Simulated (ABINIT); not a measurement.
# AlCo (Pm-3m) in ABINIT: notebook

The runs below take AlCo through relaxation of cell and atoms, with PBE.

Program: ABINIT 10.8.3 (patched build). These are calculated values, not measurements. Logs are shortened: lines on timing, memory, paths and dates and some standing lists are left out, and cuts for length are marked. The log counts tension as positive stress, the text compression.

### Step 1. The crystal as given

The structure is cubic, space group Pm-3m (No. 221). The conventional cell has a = 2.819 Å, b = 2.819 Å, c = 2.819 Å, α = 90.00°, β = 90.00°, γ = 90.00°. Co (site symmetry m-3m) is surrounded by 8 Al at 2.44 Å. Al (site symmetry m-3m) has 8 Co at 2.44 Å as nearest neighbours.

The cell is a database's computed one.

### Step 2. Relaxation of cell and atoms, PBE, collinear spin, ferromagnetic start

Input file run.abi:

```
# Pseudopotentials
pp_dirpath "./"
pseudos "Co.GGA_PBE-JTH.xml, Al.GGA_PBE-JTH.xml"

# Structure
acell 2.81940321 2.81940321 2.81940321 Angstrom
rprim
     1.0000000000     0.0000000000     0.0000000000
     0.0000000000     1.0000000000     0.0000000000
     0.0000000000     0.0000000000     1.0000000000
ntypat 2
znucl 27 13
natom 2
typat 1 2
xred
     0.5000000000     0.5000000000     0.5000000000
     0.0000000000     0.0000000000     0.0000000000
chkprim 0
chksymtnons 0
tolsym 1.0e-6

# Plane-wave basis
ecut 707.496042 eV
pawecutdg 48.0
pawxcdev 0

# k points
kptopt 1
ngkpt 7 7 7
nshiftk 1
shiftk 0.0 0.0 0.0

# Exchange and correlation
ixc 11

# Bands and occupations
nband 15
occopt 3
tsmear 0.05 eV

# Spin
nsppol 2
spinat
     0.0000000000     0.0000000000     2.0000000000
     0.0000000000     0.0000000000     0.0000000000

# SCF cycle
nstep 100
tolvrs 1.0e-9

# Output
iomode 3
prtwf 0
prtden 0
prteig 0
prtebands 0
enunit 2

# Relaxation
ionmov 2
ntime 60
tolmxf 0.0001
optcell 2
dilatmx 1.08
ecutsm 0.5
```

Potentials or basis: JTH PAW PBE v2.0.

Run with:

```console
> abinit run.abi > log 2>&1
```

run.abo:

```text
.Version 10.8.3 of ABINIT
 Symmetries : space group Pm -3 m (#221); Bravais cP (primitive cubic)
================================================================================
 Values of the parameters that define the memory need of the present run
     intxc =       0    ionmov =       2      iscf =      17    lmnmax =      18
     lnmax =       6     mgfft =      30  mpssoang =       3    mqgrid =    3001
     natom =       2  nloc_mem =       2    nspden =       2   nspinor =       1
    nsppol =       2      nsym =      48    n1xccc =       1    ntypat =       2
    occopt =       3   xclevel =       2
       mpw =        1225          nfft =       27000          nkpt =          20
 PAW method is used; the additional fine FFT grid is defined by:
   mgfftf=        36    nfftf =     46656
================================================================================
================================================================================

--------------------------------------------------------------------------------
------------- Echo of variables that govern the present computation ------------
--------------------------------------------------------------------------------
 -outvars: echo values of preprocessed input variables --------
            acell      5.3278999054E+00  5.3278999054E+00  5.3278999054E+00 Bohr
              amu      5.89332000E+01  2.69815390E+01
          chkprim           0
      chksymtnons           0
          dilatmx      1.08000000E+00
             ecut      2.60000000E+01 Hartree
           ecutsm      5.00000000E-01 Hartree
           enunit           2
           ionmov           2
              ixc          11
         kptrlatt        7    0    0      0    7    0      0    0    7
          kptrlen      3.72952993E+01
            natom           2
            nband          15
            ngfft          30      30      30
          ngfftdg          36      36      36
             nkpt          20
           nspden           2
           nsppol           2
            nstep         100
             nsym          48
            ntime          60
           ntypat           2
           occopt           3
          optcell           2
        pawecutdg      4.80000000E+01 Hartree
         pawxcdev           0
           prtden           0
        prtebands           0
           prteig           0
            prtwf           0
          spgroup         221
           spinat      0.0000000000E+00  0.0000000000E+00  2.0000000000E+00
                       0.0000000000E+00  0.0000000000E+00  0.0000000000E+00
           tolmxf      1.00000000E-04
           tolsym      1.00000000E-06
           tolvrs      1.00000000E-09
           tsmear      1.83746611E-03 Hartree
            typat      1  2
           useylm           1
           xangst      1.4097016050E+00  1.4097016050E+00  1.4097016050E+00
                       0.0000000000E+00  0.0000000000E+00  0.0000000000E+00
            xcart      2.6639499527E+00  2.6639499527E+00  2.6639499527E+00
                       0.0000000000E+00  0.0000000000E+00  0.0000000000E+00
             xred      5.0000000000E-01  5.0000000000E-01  5.0000000000E-01
                       0.0000000000E+00  0.0000000000E+00  0.0000000000E+00
            znucl       27.00000   13.00000

================================================================================

 chkinp: Checking input parameters for consistency.

================================================================================
== DATASET  1 ==================================================================

--- !DatasetInfo
iteration_state: {dtset: 1, }
dimensions: {natom: 2, nkpt: 20, mband: 15, nsppol: 2, nspinor: 1, nspden: 2, mpw: 1225, }
cutoff_energies: {ecut:  26.0, pawecutdg:  48.0, }
electrons: {nelect:   2.00000000E+01, charge:   0.00000000E+00, occopt:   3.00000000E+00, tsmear:   1.83746611E-03, }
meta: {optdriver: 0, ionmov: 2, optcell: 2, iscf: 17, paral_kgb: 0, }
...

 Exchange-correlation functional for the present dataset will be:
  GGA: Perdew-Burke-Ernzerhof functional - ixc=11
  J.P.Perdew, K.Burke, M.Ernzerhof, PRL 77, 3865 (1996)

 Real(R)+Recip(G) space primitive vectors, cartesian coordinates (Bohr,Bohr^-1):
 R(1)=  5.3278999  0.0000000  0.0000000  G(1)=  0.1876912  0.0000000  0.0000000
 R(2)=  0.0000000  5.3278999  0.0000000  G(2)=  0.0000000  0.1876912  0.0000000
 R(3)=  0.0000000  0.0000000  5.3278999  G(3)=  0.0000000  0.0000000  0.1876912
 Unit cell volume ucvol=  1.5124052E+02 bohr^3
 Angles (23,13,12)=  9.00000000E+01  9.00000000E+01  9.00000000E+01 degrees
[... 38 lines left out ...]

=== [ionmov= 2] Broyden-Fletcher-Goldfarb-Shanno method (forces)
================================================================================

--- Iteration: ( 1/60) Internal Cycle: (1/1)
--------------------------------------------------------------------------------

---SELF-CONSISTENT-FIELD CONVERGENCE--------------------------------------------
[... 421 lines left out ...]
 Difference of energy with previous step (new-old):
           Absolute (Ha)=-2.67499E-07
           Relative     =-1.80065E-09

 At Broyd/MD step   4, gradients are converged :
  max grad (force/stress) = 1.6637E-05 < tolmxf= 1.0000E-04 ha/bohr (free atoms)

================================================================================

 ----iterations are completed or convergence reached----

 Mean square residual over all n,k,spin=   16.264E-12; max=  76.500E-10
 reduced coordinates (array xred) for    2 atoms
       0.500000000000      0.500000000000      0.500000000000
       0.000000000000      0.000000000000      0.000000000000
 rms dE/dt=  0.0000E+00; max dE/dt=  0.0000E+00; dE/dt below (all hartree)
    1       0.000000000000      0.000000000000      0.000000000000
    2       0.000000000000      0.000000000000      0.000000000000

 cartesian coordinates (angstrom) at end:
    1      1.42602889793283     1.42602889793283     1.42602889793283
    2      0.00000000000000     0.00000000000000     0.00000000000000

 cartesian forces (hartree/bohr) at end:
    1     -0.00000000000000    -0.00000000000000    -0.00000000000000
    2     -0.00000000000000    -0.00000000000000    -0.00000000000000
 frms,max,avg= 0.0000000E+00 0.0000000E+00   0.000E+00  0.000E+00  0.000E+00 h/b

 cartesian forces (eV/Angstrom) at end:
    1     -0.00000000000000    -0.00000000000000    -0.00000000000000
    2     -0.00000000000000    -0.00000000000000    -0.00000000000000
 frms,max,avg= 0.0000000E+00 0.0000000E+00   0.000E+00  0.000E+00  0.000E+00 e/A
 length scales=  5.389608129446  5.389608129446  5.389608129446 bohr
              =  2.852057795866  2.852057795866  2.852057795866 angstroms
 Fermi (or HOMO) energy (hartree) =   0.47423   Average Vxc (hartree)=  -0.43197
 Magnetization (Bohr magneton)=  9.92409834E-08
 Total spin up =  1.00000000E+01   Total spin down =  9.99999995E+00
 Eigenvalues (hartree) for nkpt=  20  k points, SPIN UP:
 kpt#   1, nband= 15, wtk=  0.00292, kpt=  0.0000  0.0000  0.0000 (reduced coord)
  -3.00675   -1.65761   -1.65761   -1.65761    0.06849    0.36709    0.36709    0.44508
   0.44508    0.44508    0.69404    0.69404    0.69404    0.79676    0.79676
      occupation numbers for kpt#   1
   1.00000    1.00000    1.00000    1.00000    1.00000    1.00000    1.00000    1.00000
   1.00000    1.00000    0.00000    0.00000    0.00000    0.00000    0.00000
 prteigrs : prtvol=0 or 1, do not print more k-points.

 Eigenvalues (hartree) for nkpt=  20  k points, SPIN DOWN:
 kpt#   1, nband= 15, wtk=  0.00292, kpt=  0.0000  0.0000  0.0000 (reduced coord)
  -3.00675   -1.65761   -1.65761   -1.65761    0.06849    0.36709    0.36709    0.44508
   0.44508    0.44508    0.69404    0.69404    0.69404    0.79676    0.79676
      occupation numbers for kpt#   1
   1.00000    1.00000    1.00000    1.00000    1.00000    1.00000    1.00000    1.00000
   1.00000    1.00000    0.00000    0.00000    0.00000    0.00000    0.00000
 prteigrs : prtvol=0 or 1, do not print more k-points.

 Fermi (or HOMO) energy (eV) =  12.90452   Average Vxc (eV)= -11.75438
 Eigenvalues (   eV  ) for nkpt=  20  k points, SPIN UP:
 kpt#   1, nband= 15, wtk=  0.00292, kpt=  0.0000  0.0000  0.0000 (reduced coord)
 -81.81789  -45.10586  -45.10586  -45.10586    1.86369    9.98915    9.98915   12.11123
  12.11123   12.11123   18.88569   18.88569   18.88569   21.68089   21.68089
 prteigrs : prtvol=0 or 1, do not print more k-points.

 Eigenvalues (   eV  ) for nkpt=  20  k points, SPIN DOWN:
 kpt#   1, nband= 15, wtk=  0.00292, kpt=  0.0000  0.0000  0.0000 (reduced coord)
 -81.81789  -45.10585  -45.10585  -45.10585    1.86369    9.98915    9.98915   12.11123
  12.11123   12.11123   18.88569   18.88569   18.88569   21.68089   21.68089
 prteigrs : prtvol=0 or 1, do not print more k-points.

--- !EnergyTerms
iteration_state     : {dtset: 1, itime: 4, icycle: 1, }
comment             : Components of total free energy in Hartree
kinetic             :  1.29126658631577E+01
hartree             :  4.87978615676923E+01
xc                  : -4.30436232127023E+00
Ewald energy        : -8.60277867663251E+01
psp_core            :  1.46507962198789E+00
local_psp           : -1.47594673576048E+02
PAW spherical_terms :  2.61943038009245E+01
internal            : -1.48556911809880E+02
'-kT*entropy'       : -1.48988021457721E-04
total_energy        : -1.48557060797902E+02
total_energy_eV     : -4.04244356093939E+03
...

--- !EnergyTermsDC
iteration_state     : {dtset: 1, itime: 4, icycle: 1, }
comment             : '"Double-counting" decomposition of free energy'
band_energy         : -1.15717219659973E+01
Ewald energy        : -8.60277867663251E+01
psp_core            :  1.46507962198789E+00
xc_dc               : -4.77860053269557E+01
PAW spherical_terms : -4.63648063841449E+00
internal            : -1.48556915075705E+02
'-kT*entropy'       : -1.48988021457721E-04
total_energy_dc     : -1.48557064063726E+02
total_energy_dc_eV  : -4.04244364980700E+03
...

--- !EnergyTermsWithPAWCore
iteration_state     : {dtset: 1, itime: 4, icycle: 1, }
comment             : 'Components of total free energy, including PAW core contributions'
Total energy        : -1.63631551548696E+03
Total energy DC     : -1.63631551875279E+03
Total energy (eV)   : -4.45264135122072E+04
Total energy DC (eV): -4.45264136010748E+04
...

 Cartesian components of stress tensor (hartree/bohr^3)
  sigma(1 1)= -1.66374306E-07  sigma(3 2)=  0.00000000E+00
  sigma(2 2)= -1.66374306E-07  sigma(3 1)=  0.00000000E+00
  sigma(3 3)= -1.66374306E-07  sigma(2 1)=  0.00000000E+00

-Cartesian components of stress tensor (GPa)         [Pressure=  4.8949E-03 GPa]
- sigma(1 1)= -4.89490109E-03  sigma(3 2)=  0.00000000E+00
- sigma(2 2)= -4.89490109E-03  sigma(3 1)=  0.00000000E+00
- sigma(3 3)= -4.89490109E-03  sigma(2 1)=  0.00000000E+00

== END DATASET(S) ==============================================================
================================================================================

 -outvars: echo values of variables after computation  --------
            acell      5.3896081294E+00  5.3896081294E+00  5.3896081294E+00 Bohr
           etotal     -1.4855706406E+02
            fcart     -0.0000000000E+00 -0.0000000000E+00 -0.0000000000E+00
                      -0.0000000000E+00 -0.0000000000E+00 -0.0000000000E+00
           strten     -1.6637430626E-07 -1.6637430626E-07 -1.6637430626E-07
                       0.0000000000E+00  0.0000000000E+00  0.0000000000E+00
           xangst      1.4260288979E+00  1.4260288979E+00  1.4260288979E+00
                       0.0000000000E+00  0.0000000000E+00  0.0000000000E+00
             xred      5.0000000000E-01  5.0000000000E-01  5.0000000000E-01
                       0.0000000000E+00  0.0000000000E+00  0.0000000000E+00
 Calculation completed.
```

It took 2 min on 1 thread of Arm Neoverse V1, shared host; peak memory 0.14 GiB.

Results:

| Quantity | Value |
| --- | --- |
| Free energy | -4042.4436 eV |
| Relaxed volume | 11.60 Å³/atom |
| Relaxed cell | a = 2.852 Å, b = 2.852 Å, c = 2.852 Å, α = 90.00°, β = 90.00°, γ = 90.00° |
| Space group after relaxing (to 0.05 Å) | Pm-3m (No. 221) |
| Energy gained by relaxing | 8.0 meV/atom |
| Ionic steps | 4 |
| Pressure after relaxing | 0.0 GPa |
| Band gap on the k mesh | none (metal or under the smearing width) |
| Net moment | 0.00 μB per cell |
| Valence electrons inside the program's atomic spheres | Co 15.68; Al 0.83 |

Step by step:
```csv
step,energy change (eV),largest force (eV/Å),pressure (GPa),volume (Å³)
1,0.0000,0.0000,6.71,22.41
2,-0.0133,0.0000,2.61,22.88
3,-0.0159,0.0000,0.13,23.18
4,-0.0159,0.0000,0.00,23.20
```

Final structure:
```
CELL_PARAMETERS angstrom
2.85206 0.00000 0.00000
0.00000 2.85206 0.00000
0.00000 0.00000 2.85206
ATOMIC_POSITIONS crystal
Co 0.50000 0.50000 0.50000
Al 0.00000 0.00000 0.00000
```

Caveat: the starting moments collapsed, and a magnetic state may lie lower.

### Step 3. Relaxation of cell and atoms, PBE, collinear spin, ferromagnetic start, target pressure 5 GPa, at which the enthalpy is minimised

Edit run.abi of step 2 so:

```diff
@@ -65 +65,2 @@
 ecutsm 0.5
+strtarget 3*-1.699465e-04 3*0.0
```

Potentials or basis: JTH PAW PBE v2.0.

Run with:

```console
> abinit run.abi > log 2>&1
```

It took 86 s on 1 thread of Arm Neoverse V1, shared host; peak memory 0.14 GiB.

The run converged. Its results:

```yaml
Free_energy: -4042.4345 eV
Relaxed_volume: 11.30 Å³/atom
Relaxed_cell: a = 2.827 Å, b = 2.827 Å, c = 2.827 Å, α = 90.00°, β = 90.00°, γ = 90.00°
Space_group_after_relaxing_to_0.05_Å: Pm-3m (No. 221)
Energy_change_on_relaxing_the_enthalpy_is_what_falls: -3.4 meV/atom
Ionic_steps: 3
Pressure_after_relaxing: 5.0 GPa
Band_gap_on_the_k_mesh: none (metal or under the smearing width)
Net_moment: 0.00 μB per cell
Valence_electrons_inside_the_program's_atomic_spheres: Co 15.69; Al 0.85
```

The path:
| step | energy change (eV) | largest force (eV/Å) | pressure (GPa) | volume (Å³) |
| --- | --- | --- | --- | --- |
| 1 | 0.0000 | 0.0000 | 6.71 | 22.41 |
| 2 | -0.0045 | 0.0000 | 5.61 | 22.53 |
| 3 | -0.0067 | 0.0000 | 5.02 | 22.60 |

Final structure:
```xyz
2
Lattice="2.8271 0.0000 0.0000 0.0000 2.8271 0.0000 0.0000 0.0000 2.8271" Properties=species:S:1:pos:R:3 pbc="T T T"
Co    1.4136    1.4136    1.4136
Al    0.0000    0.0000    0.0000
```

Levels at points of the mesh, in eV from the Fermi level:
Spin up:
```tsv
k point	band 8	band 9	band 10	band 11	band 12	band 13
(0.00, 0.00, 0.00)	-0.83	-0.83	-0.83	6.11	6.11	6.11
```
Spin down:
| k point | band 8 | band 9 | band 10 | band 11 | band 12 | band 13 |
| --- | --- | --- | --- | --- | --- | --- |
| (0.00, 0.00, 0.00) | -0.83 | -0.83 | -0.83 | 6.11 | 6.11 | 6.11 |

Caveat: the starting moments collapsed, and a magnetic state may lie lower.

(Part 1 of 2 ends here.)
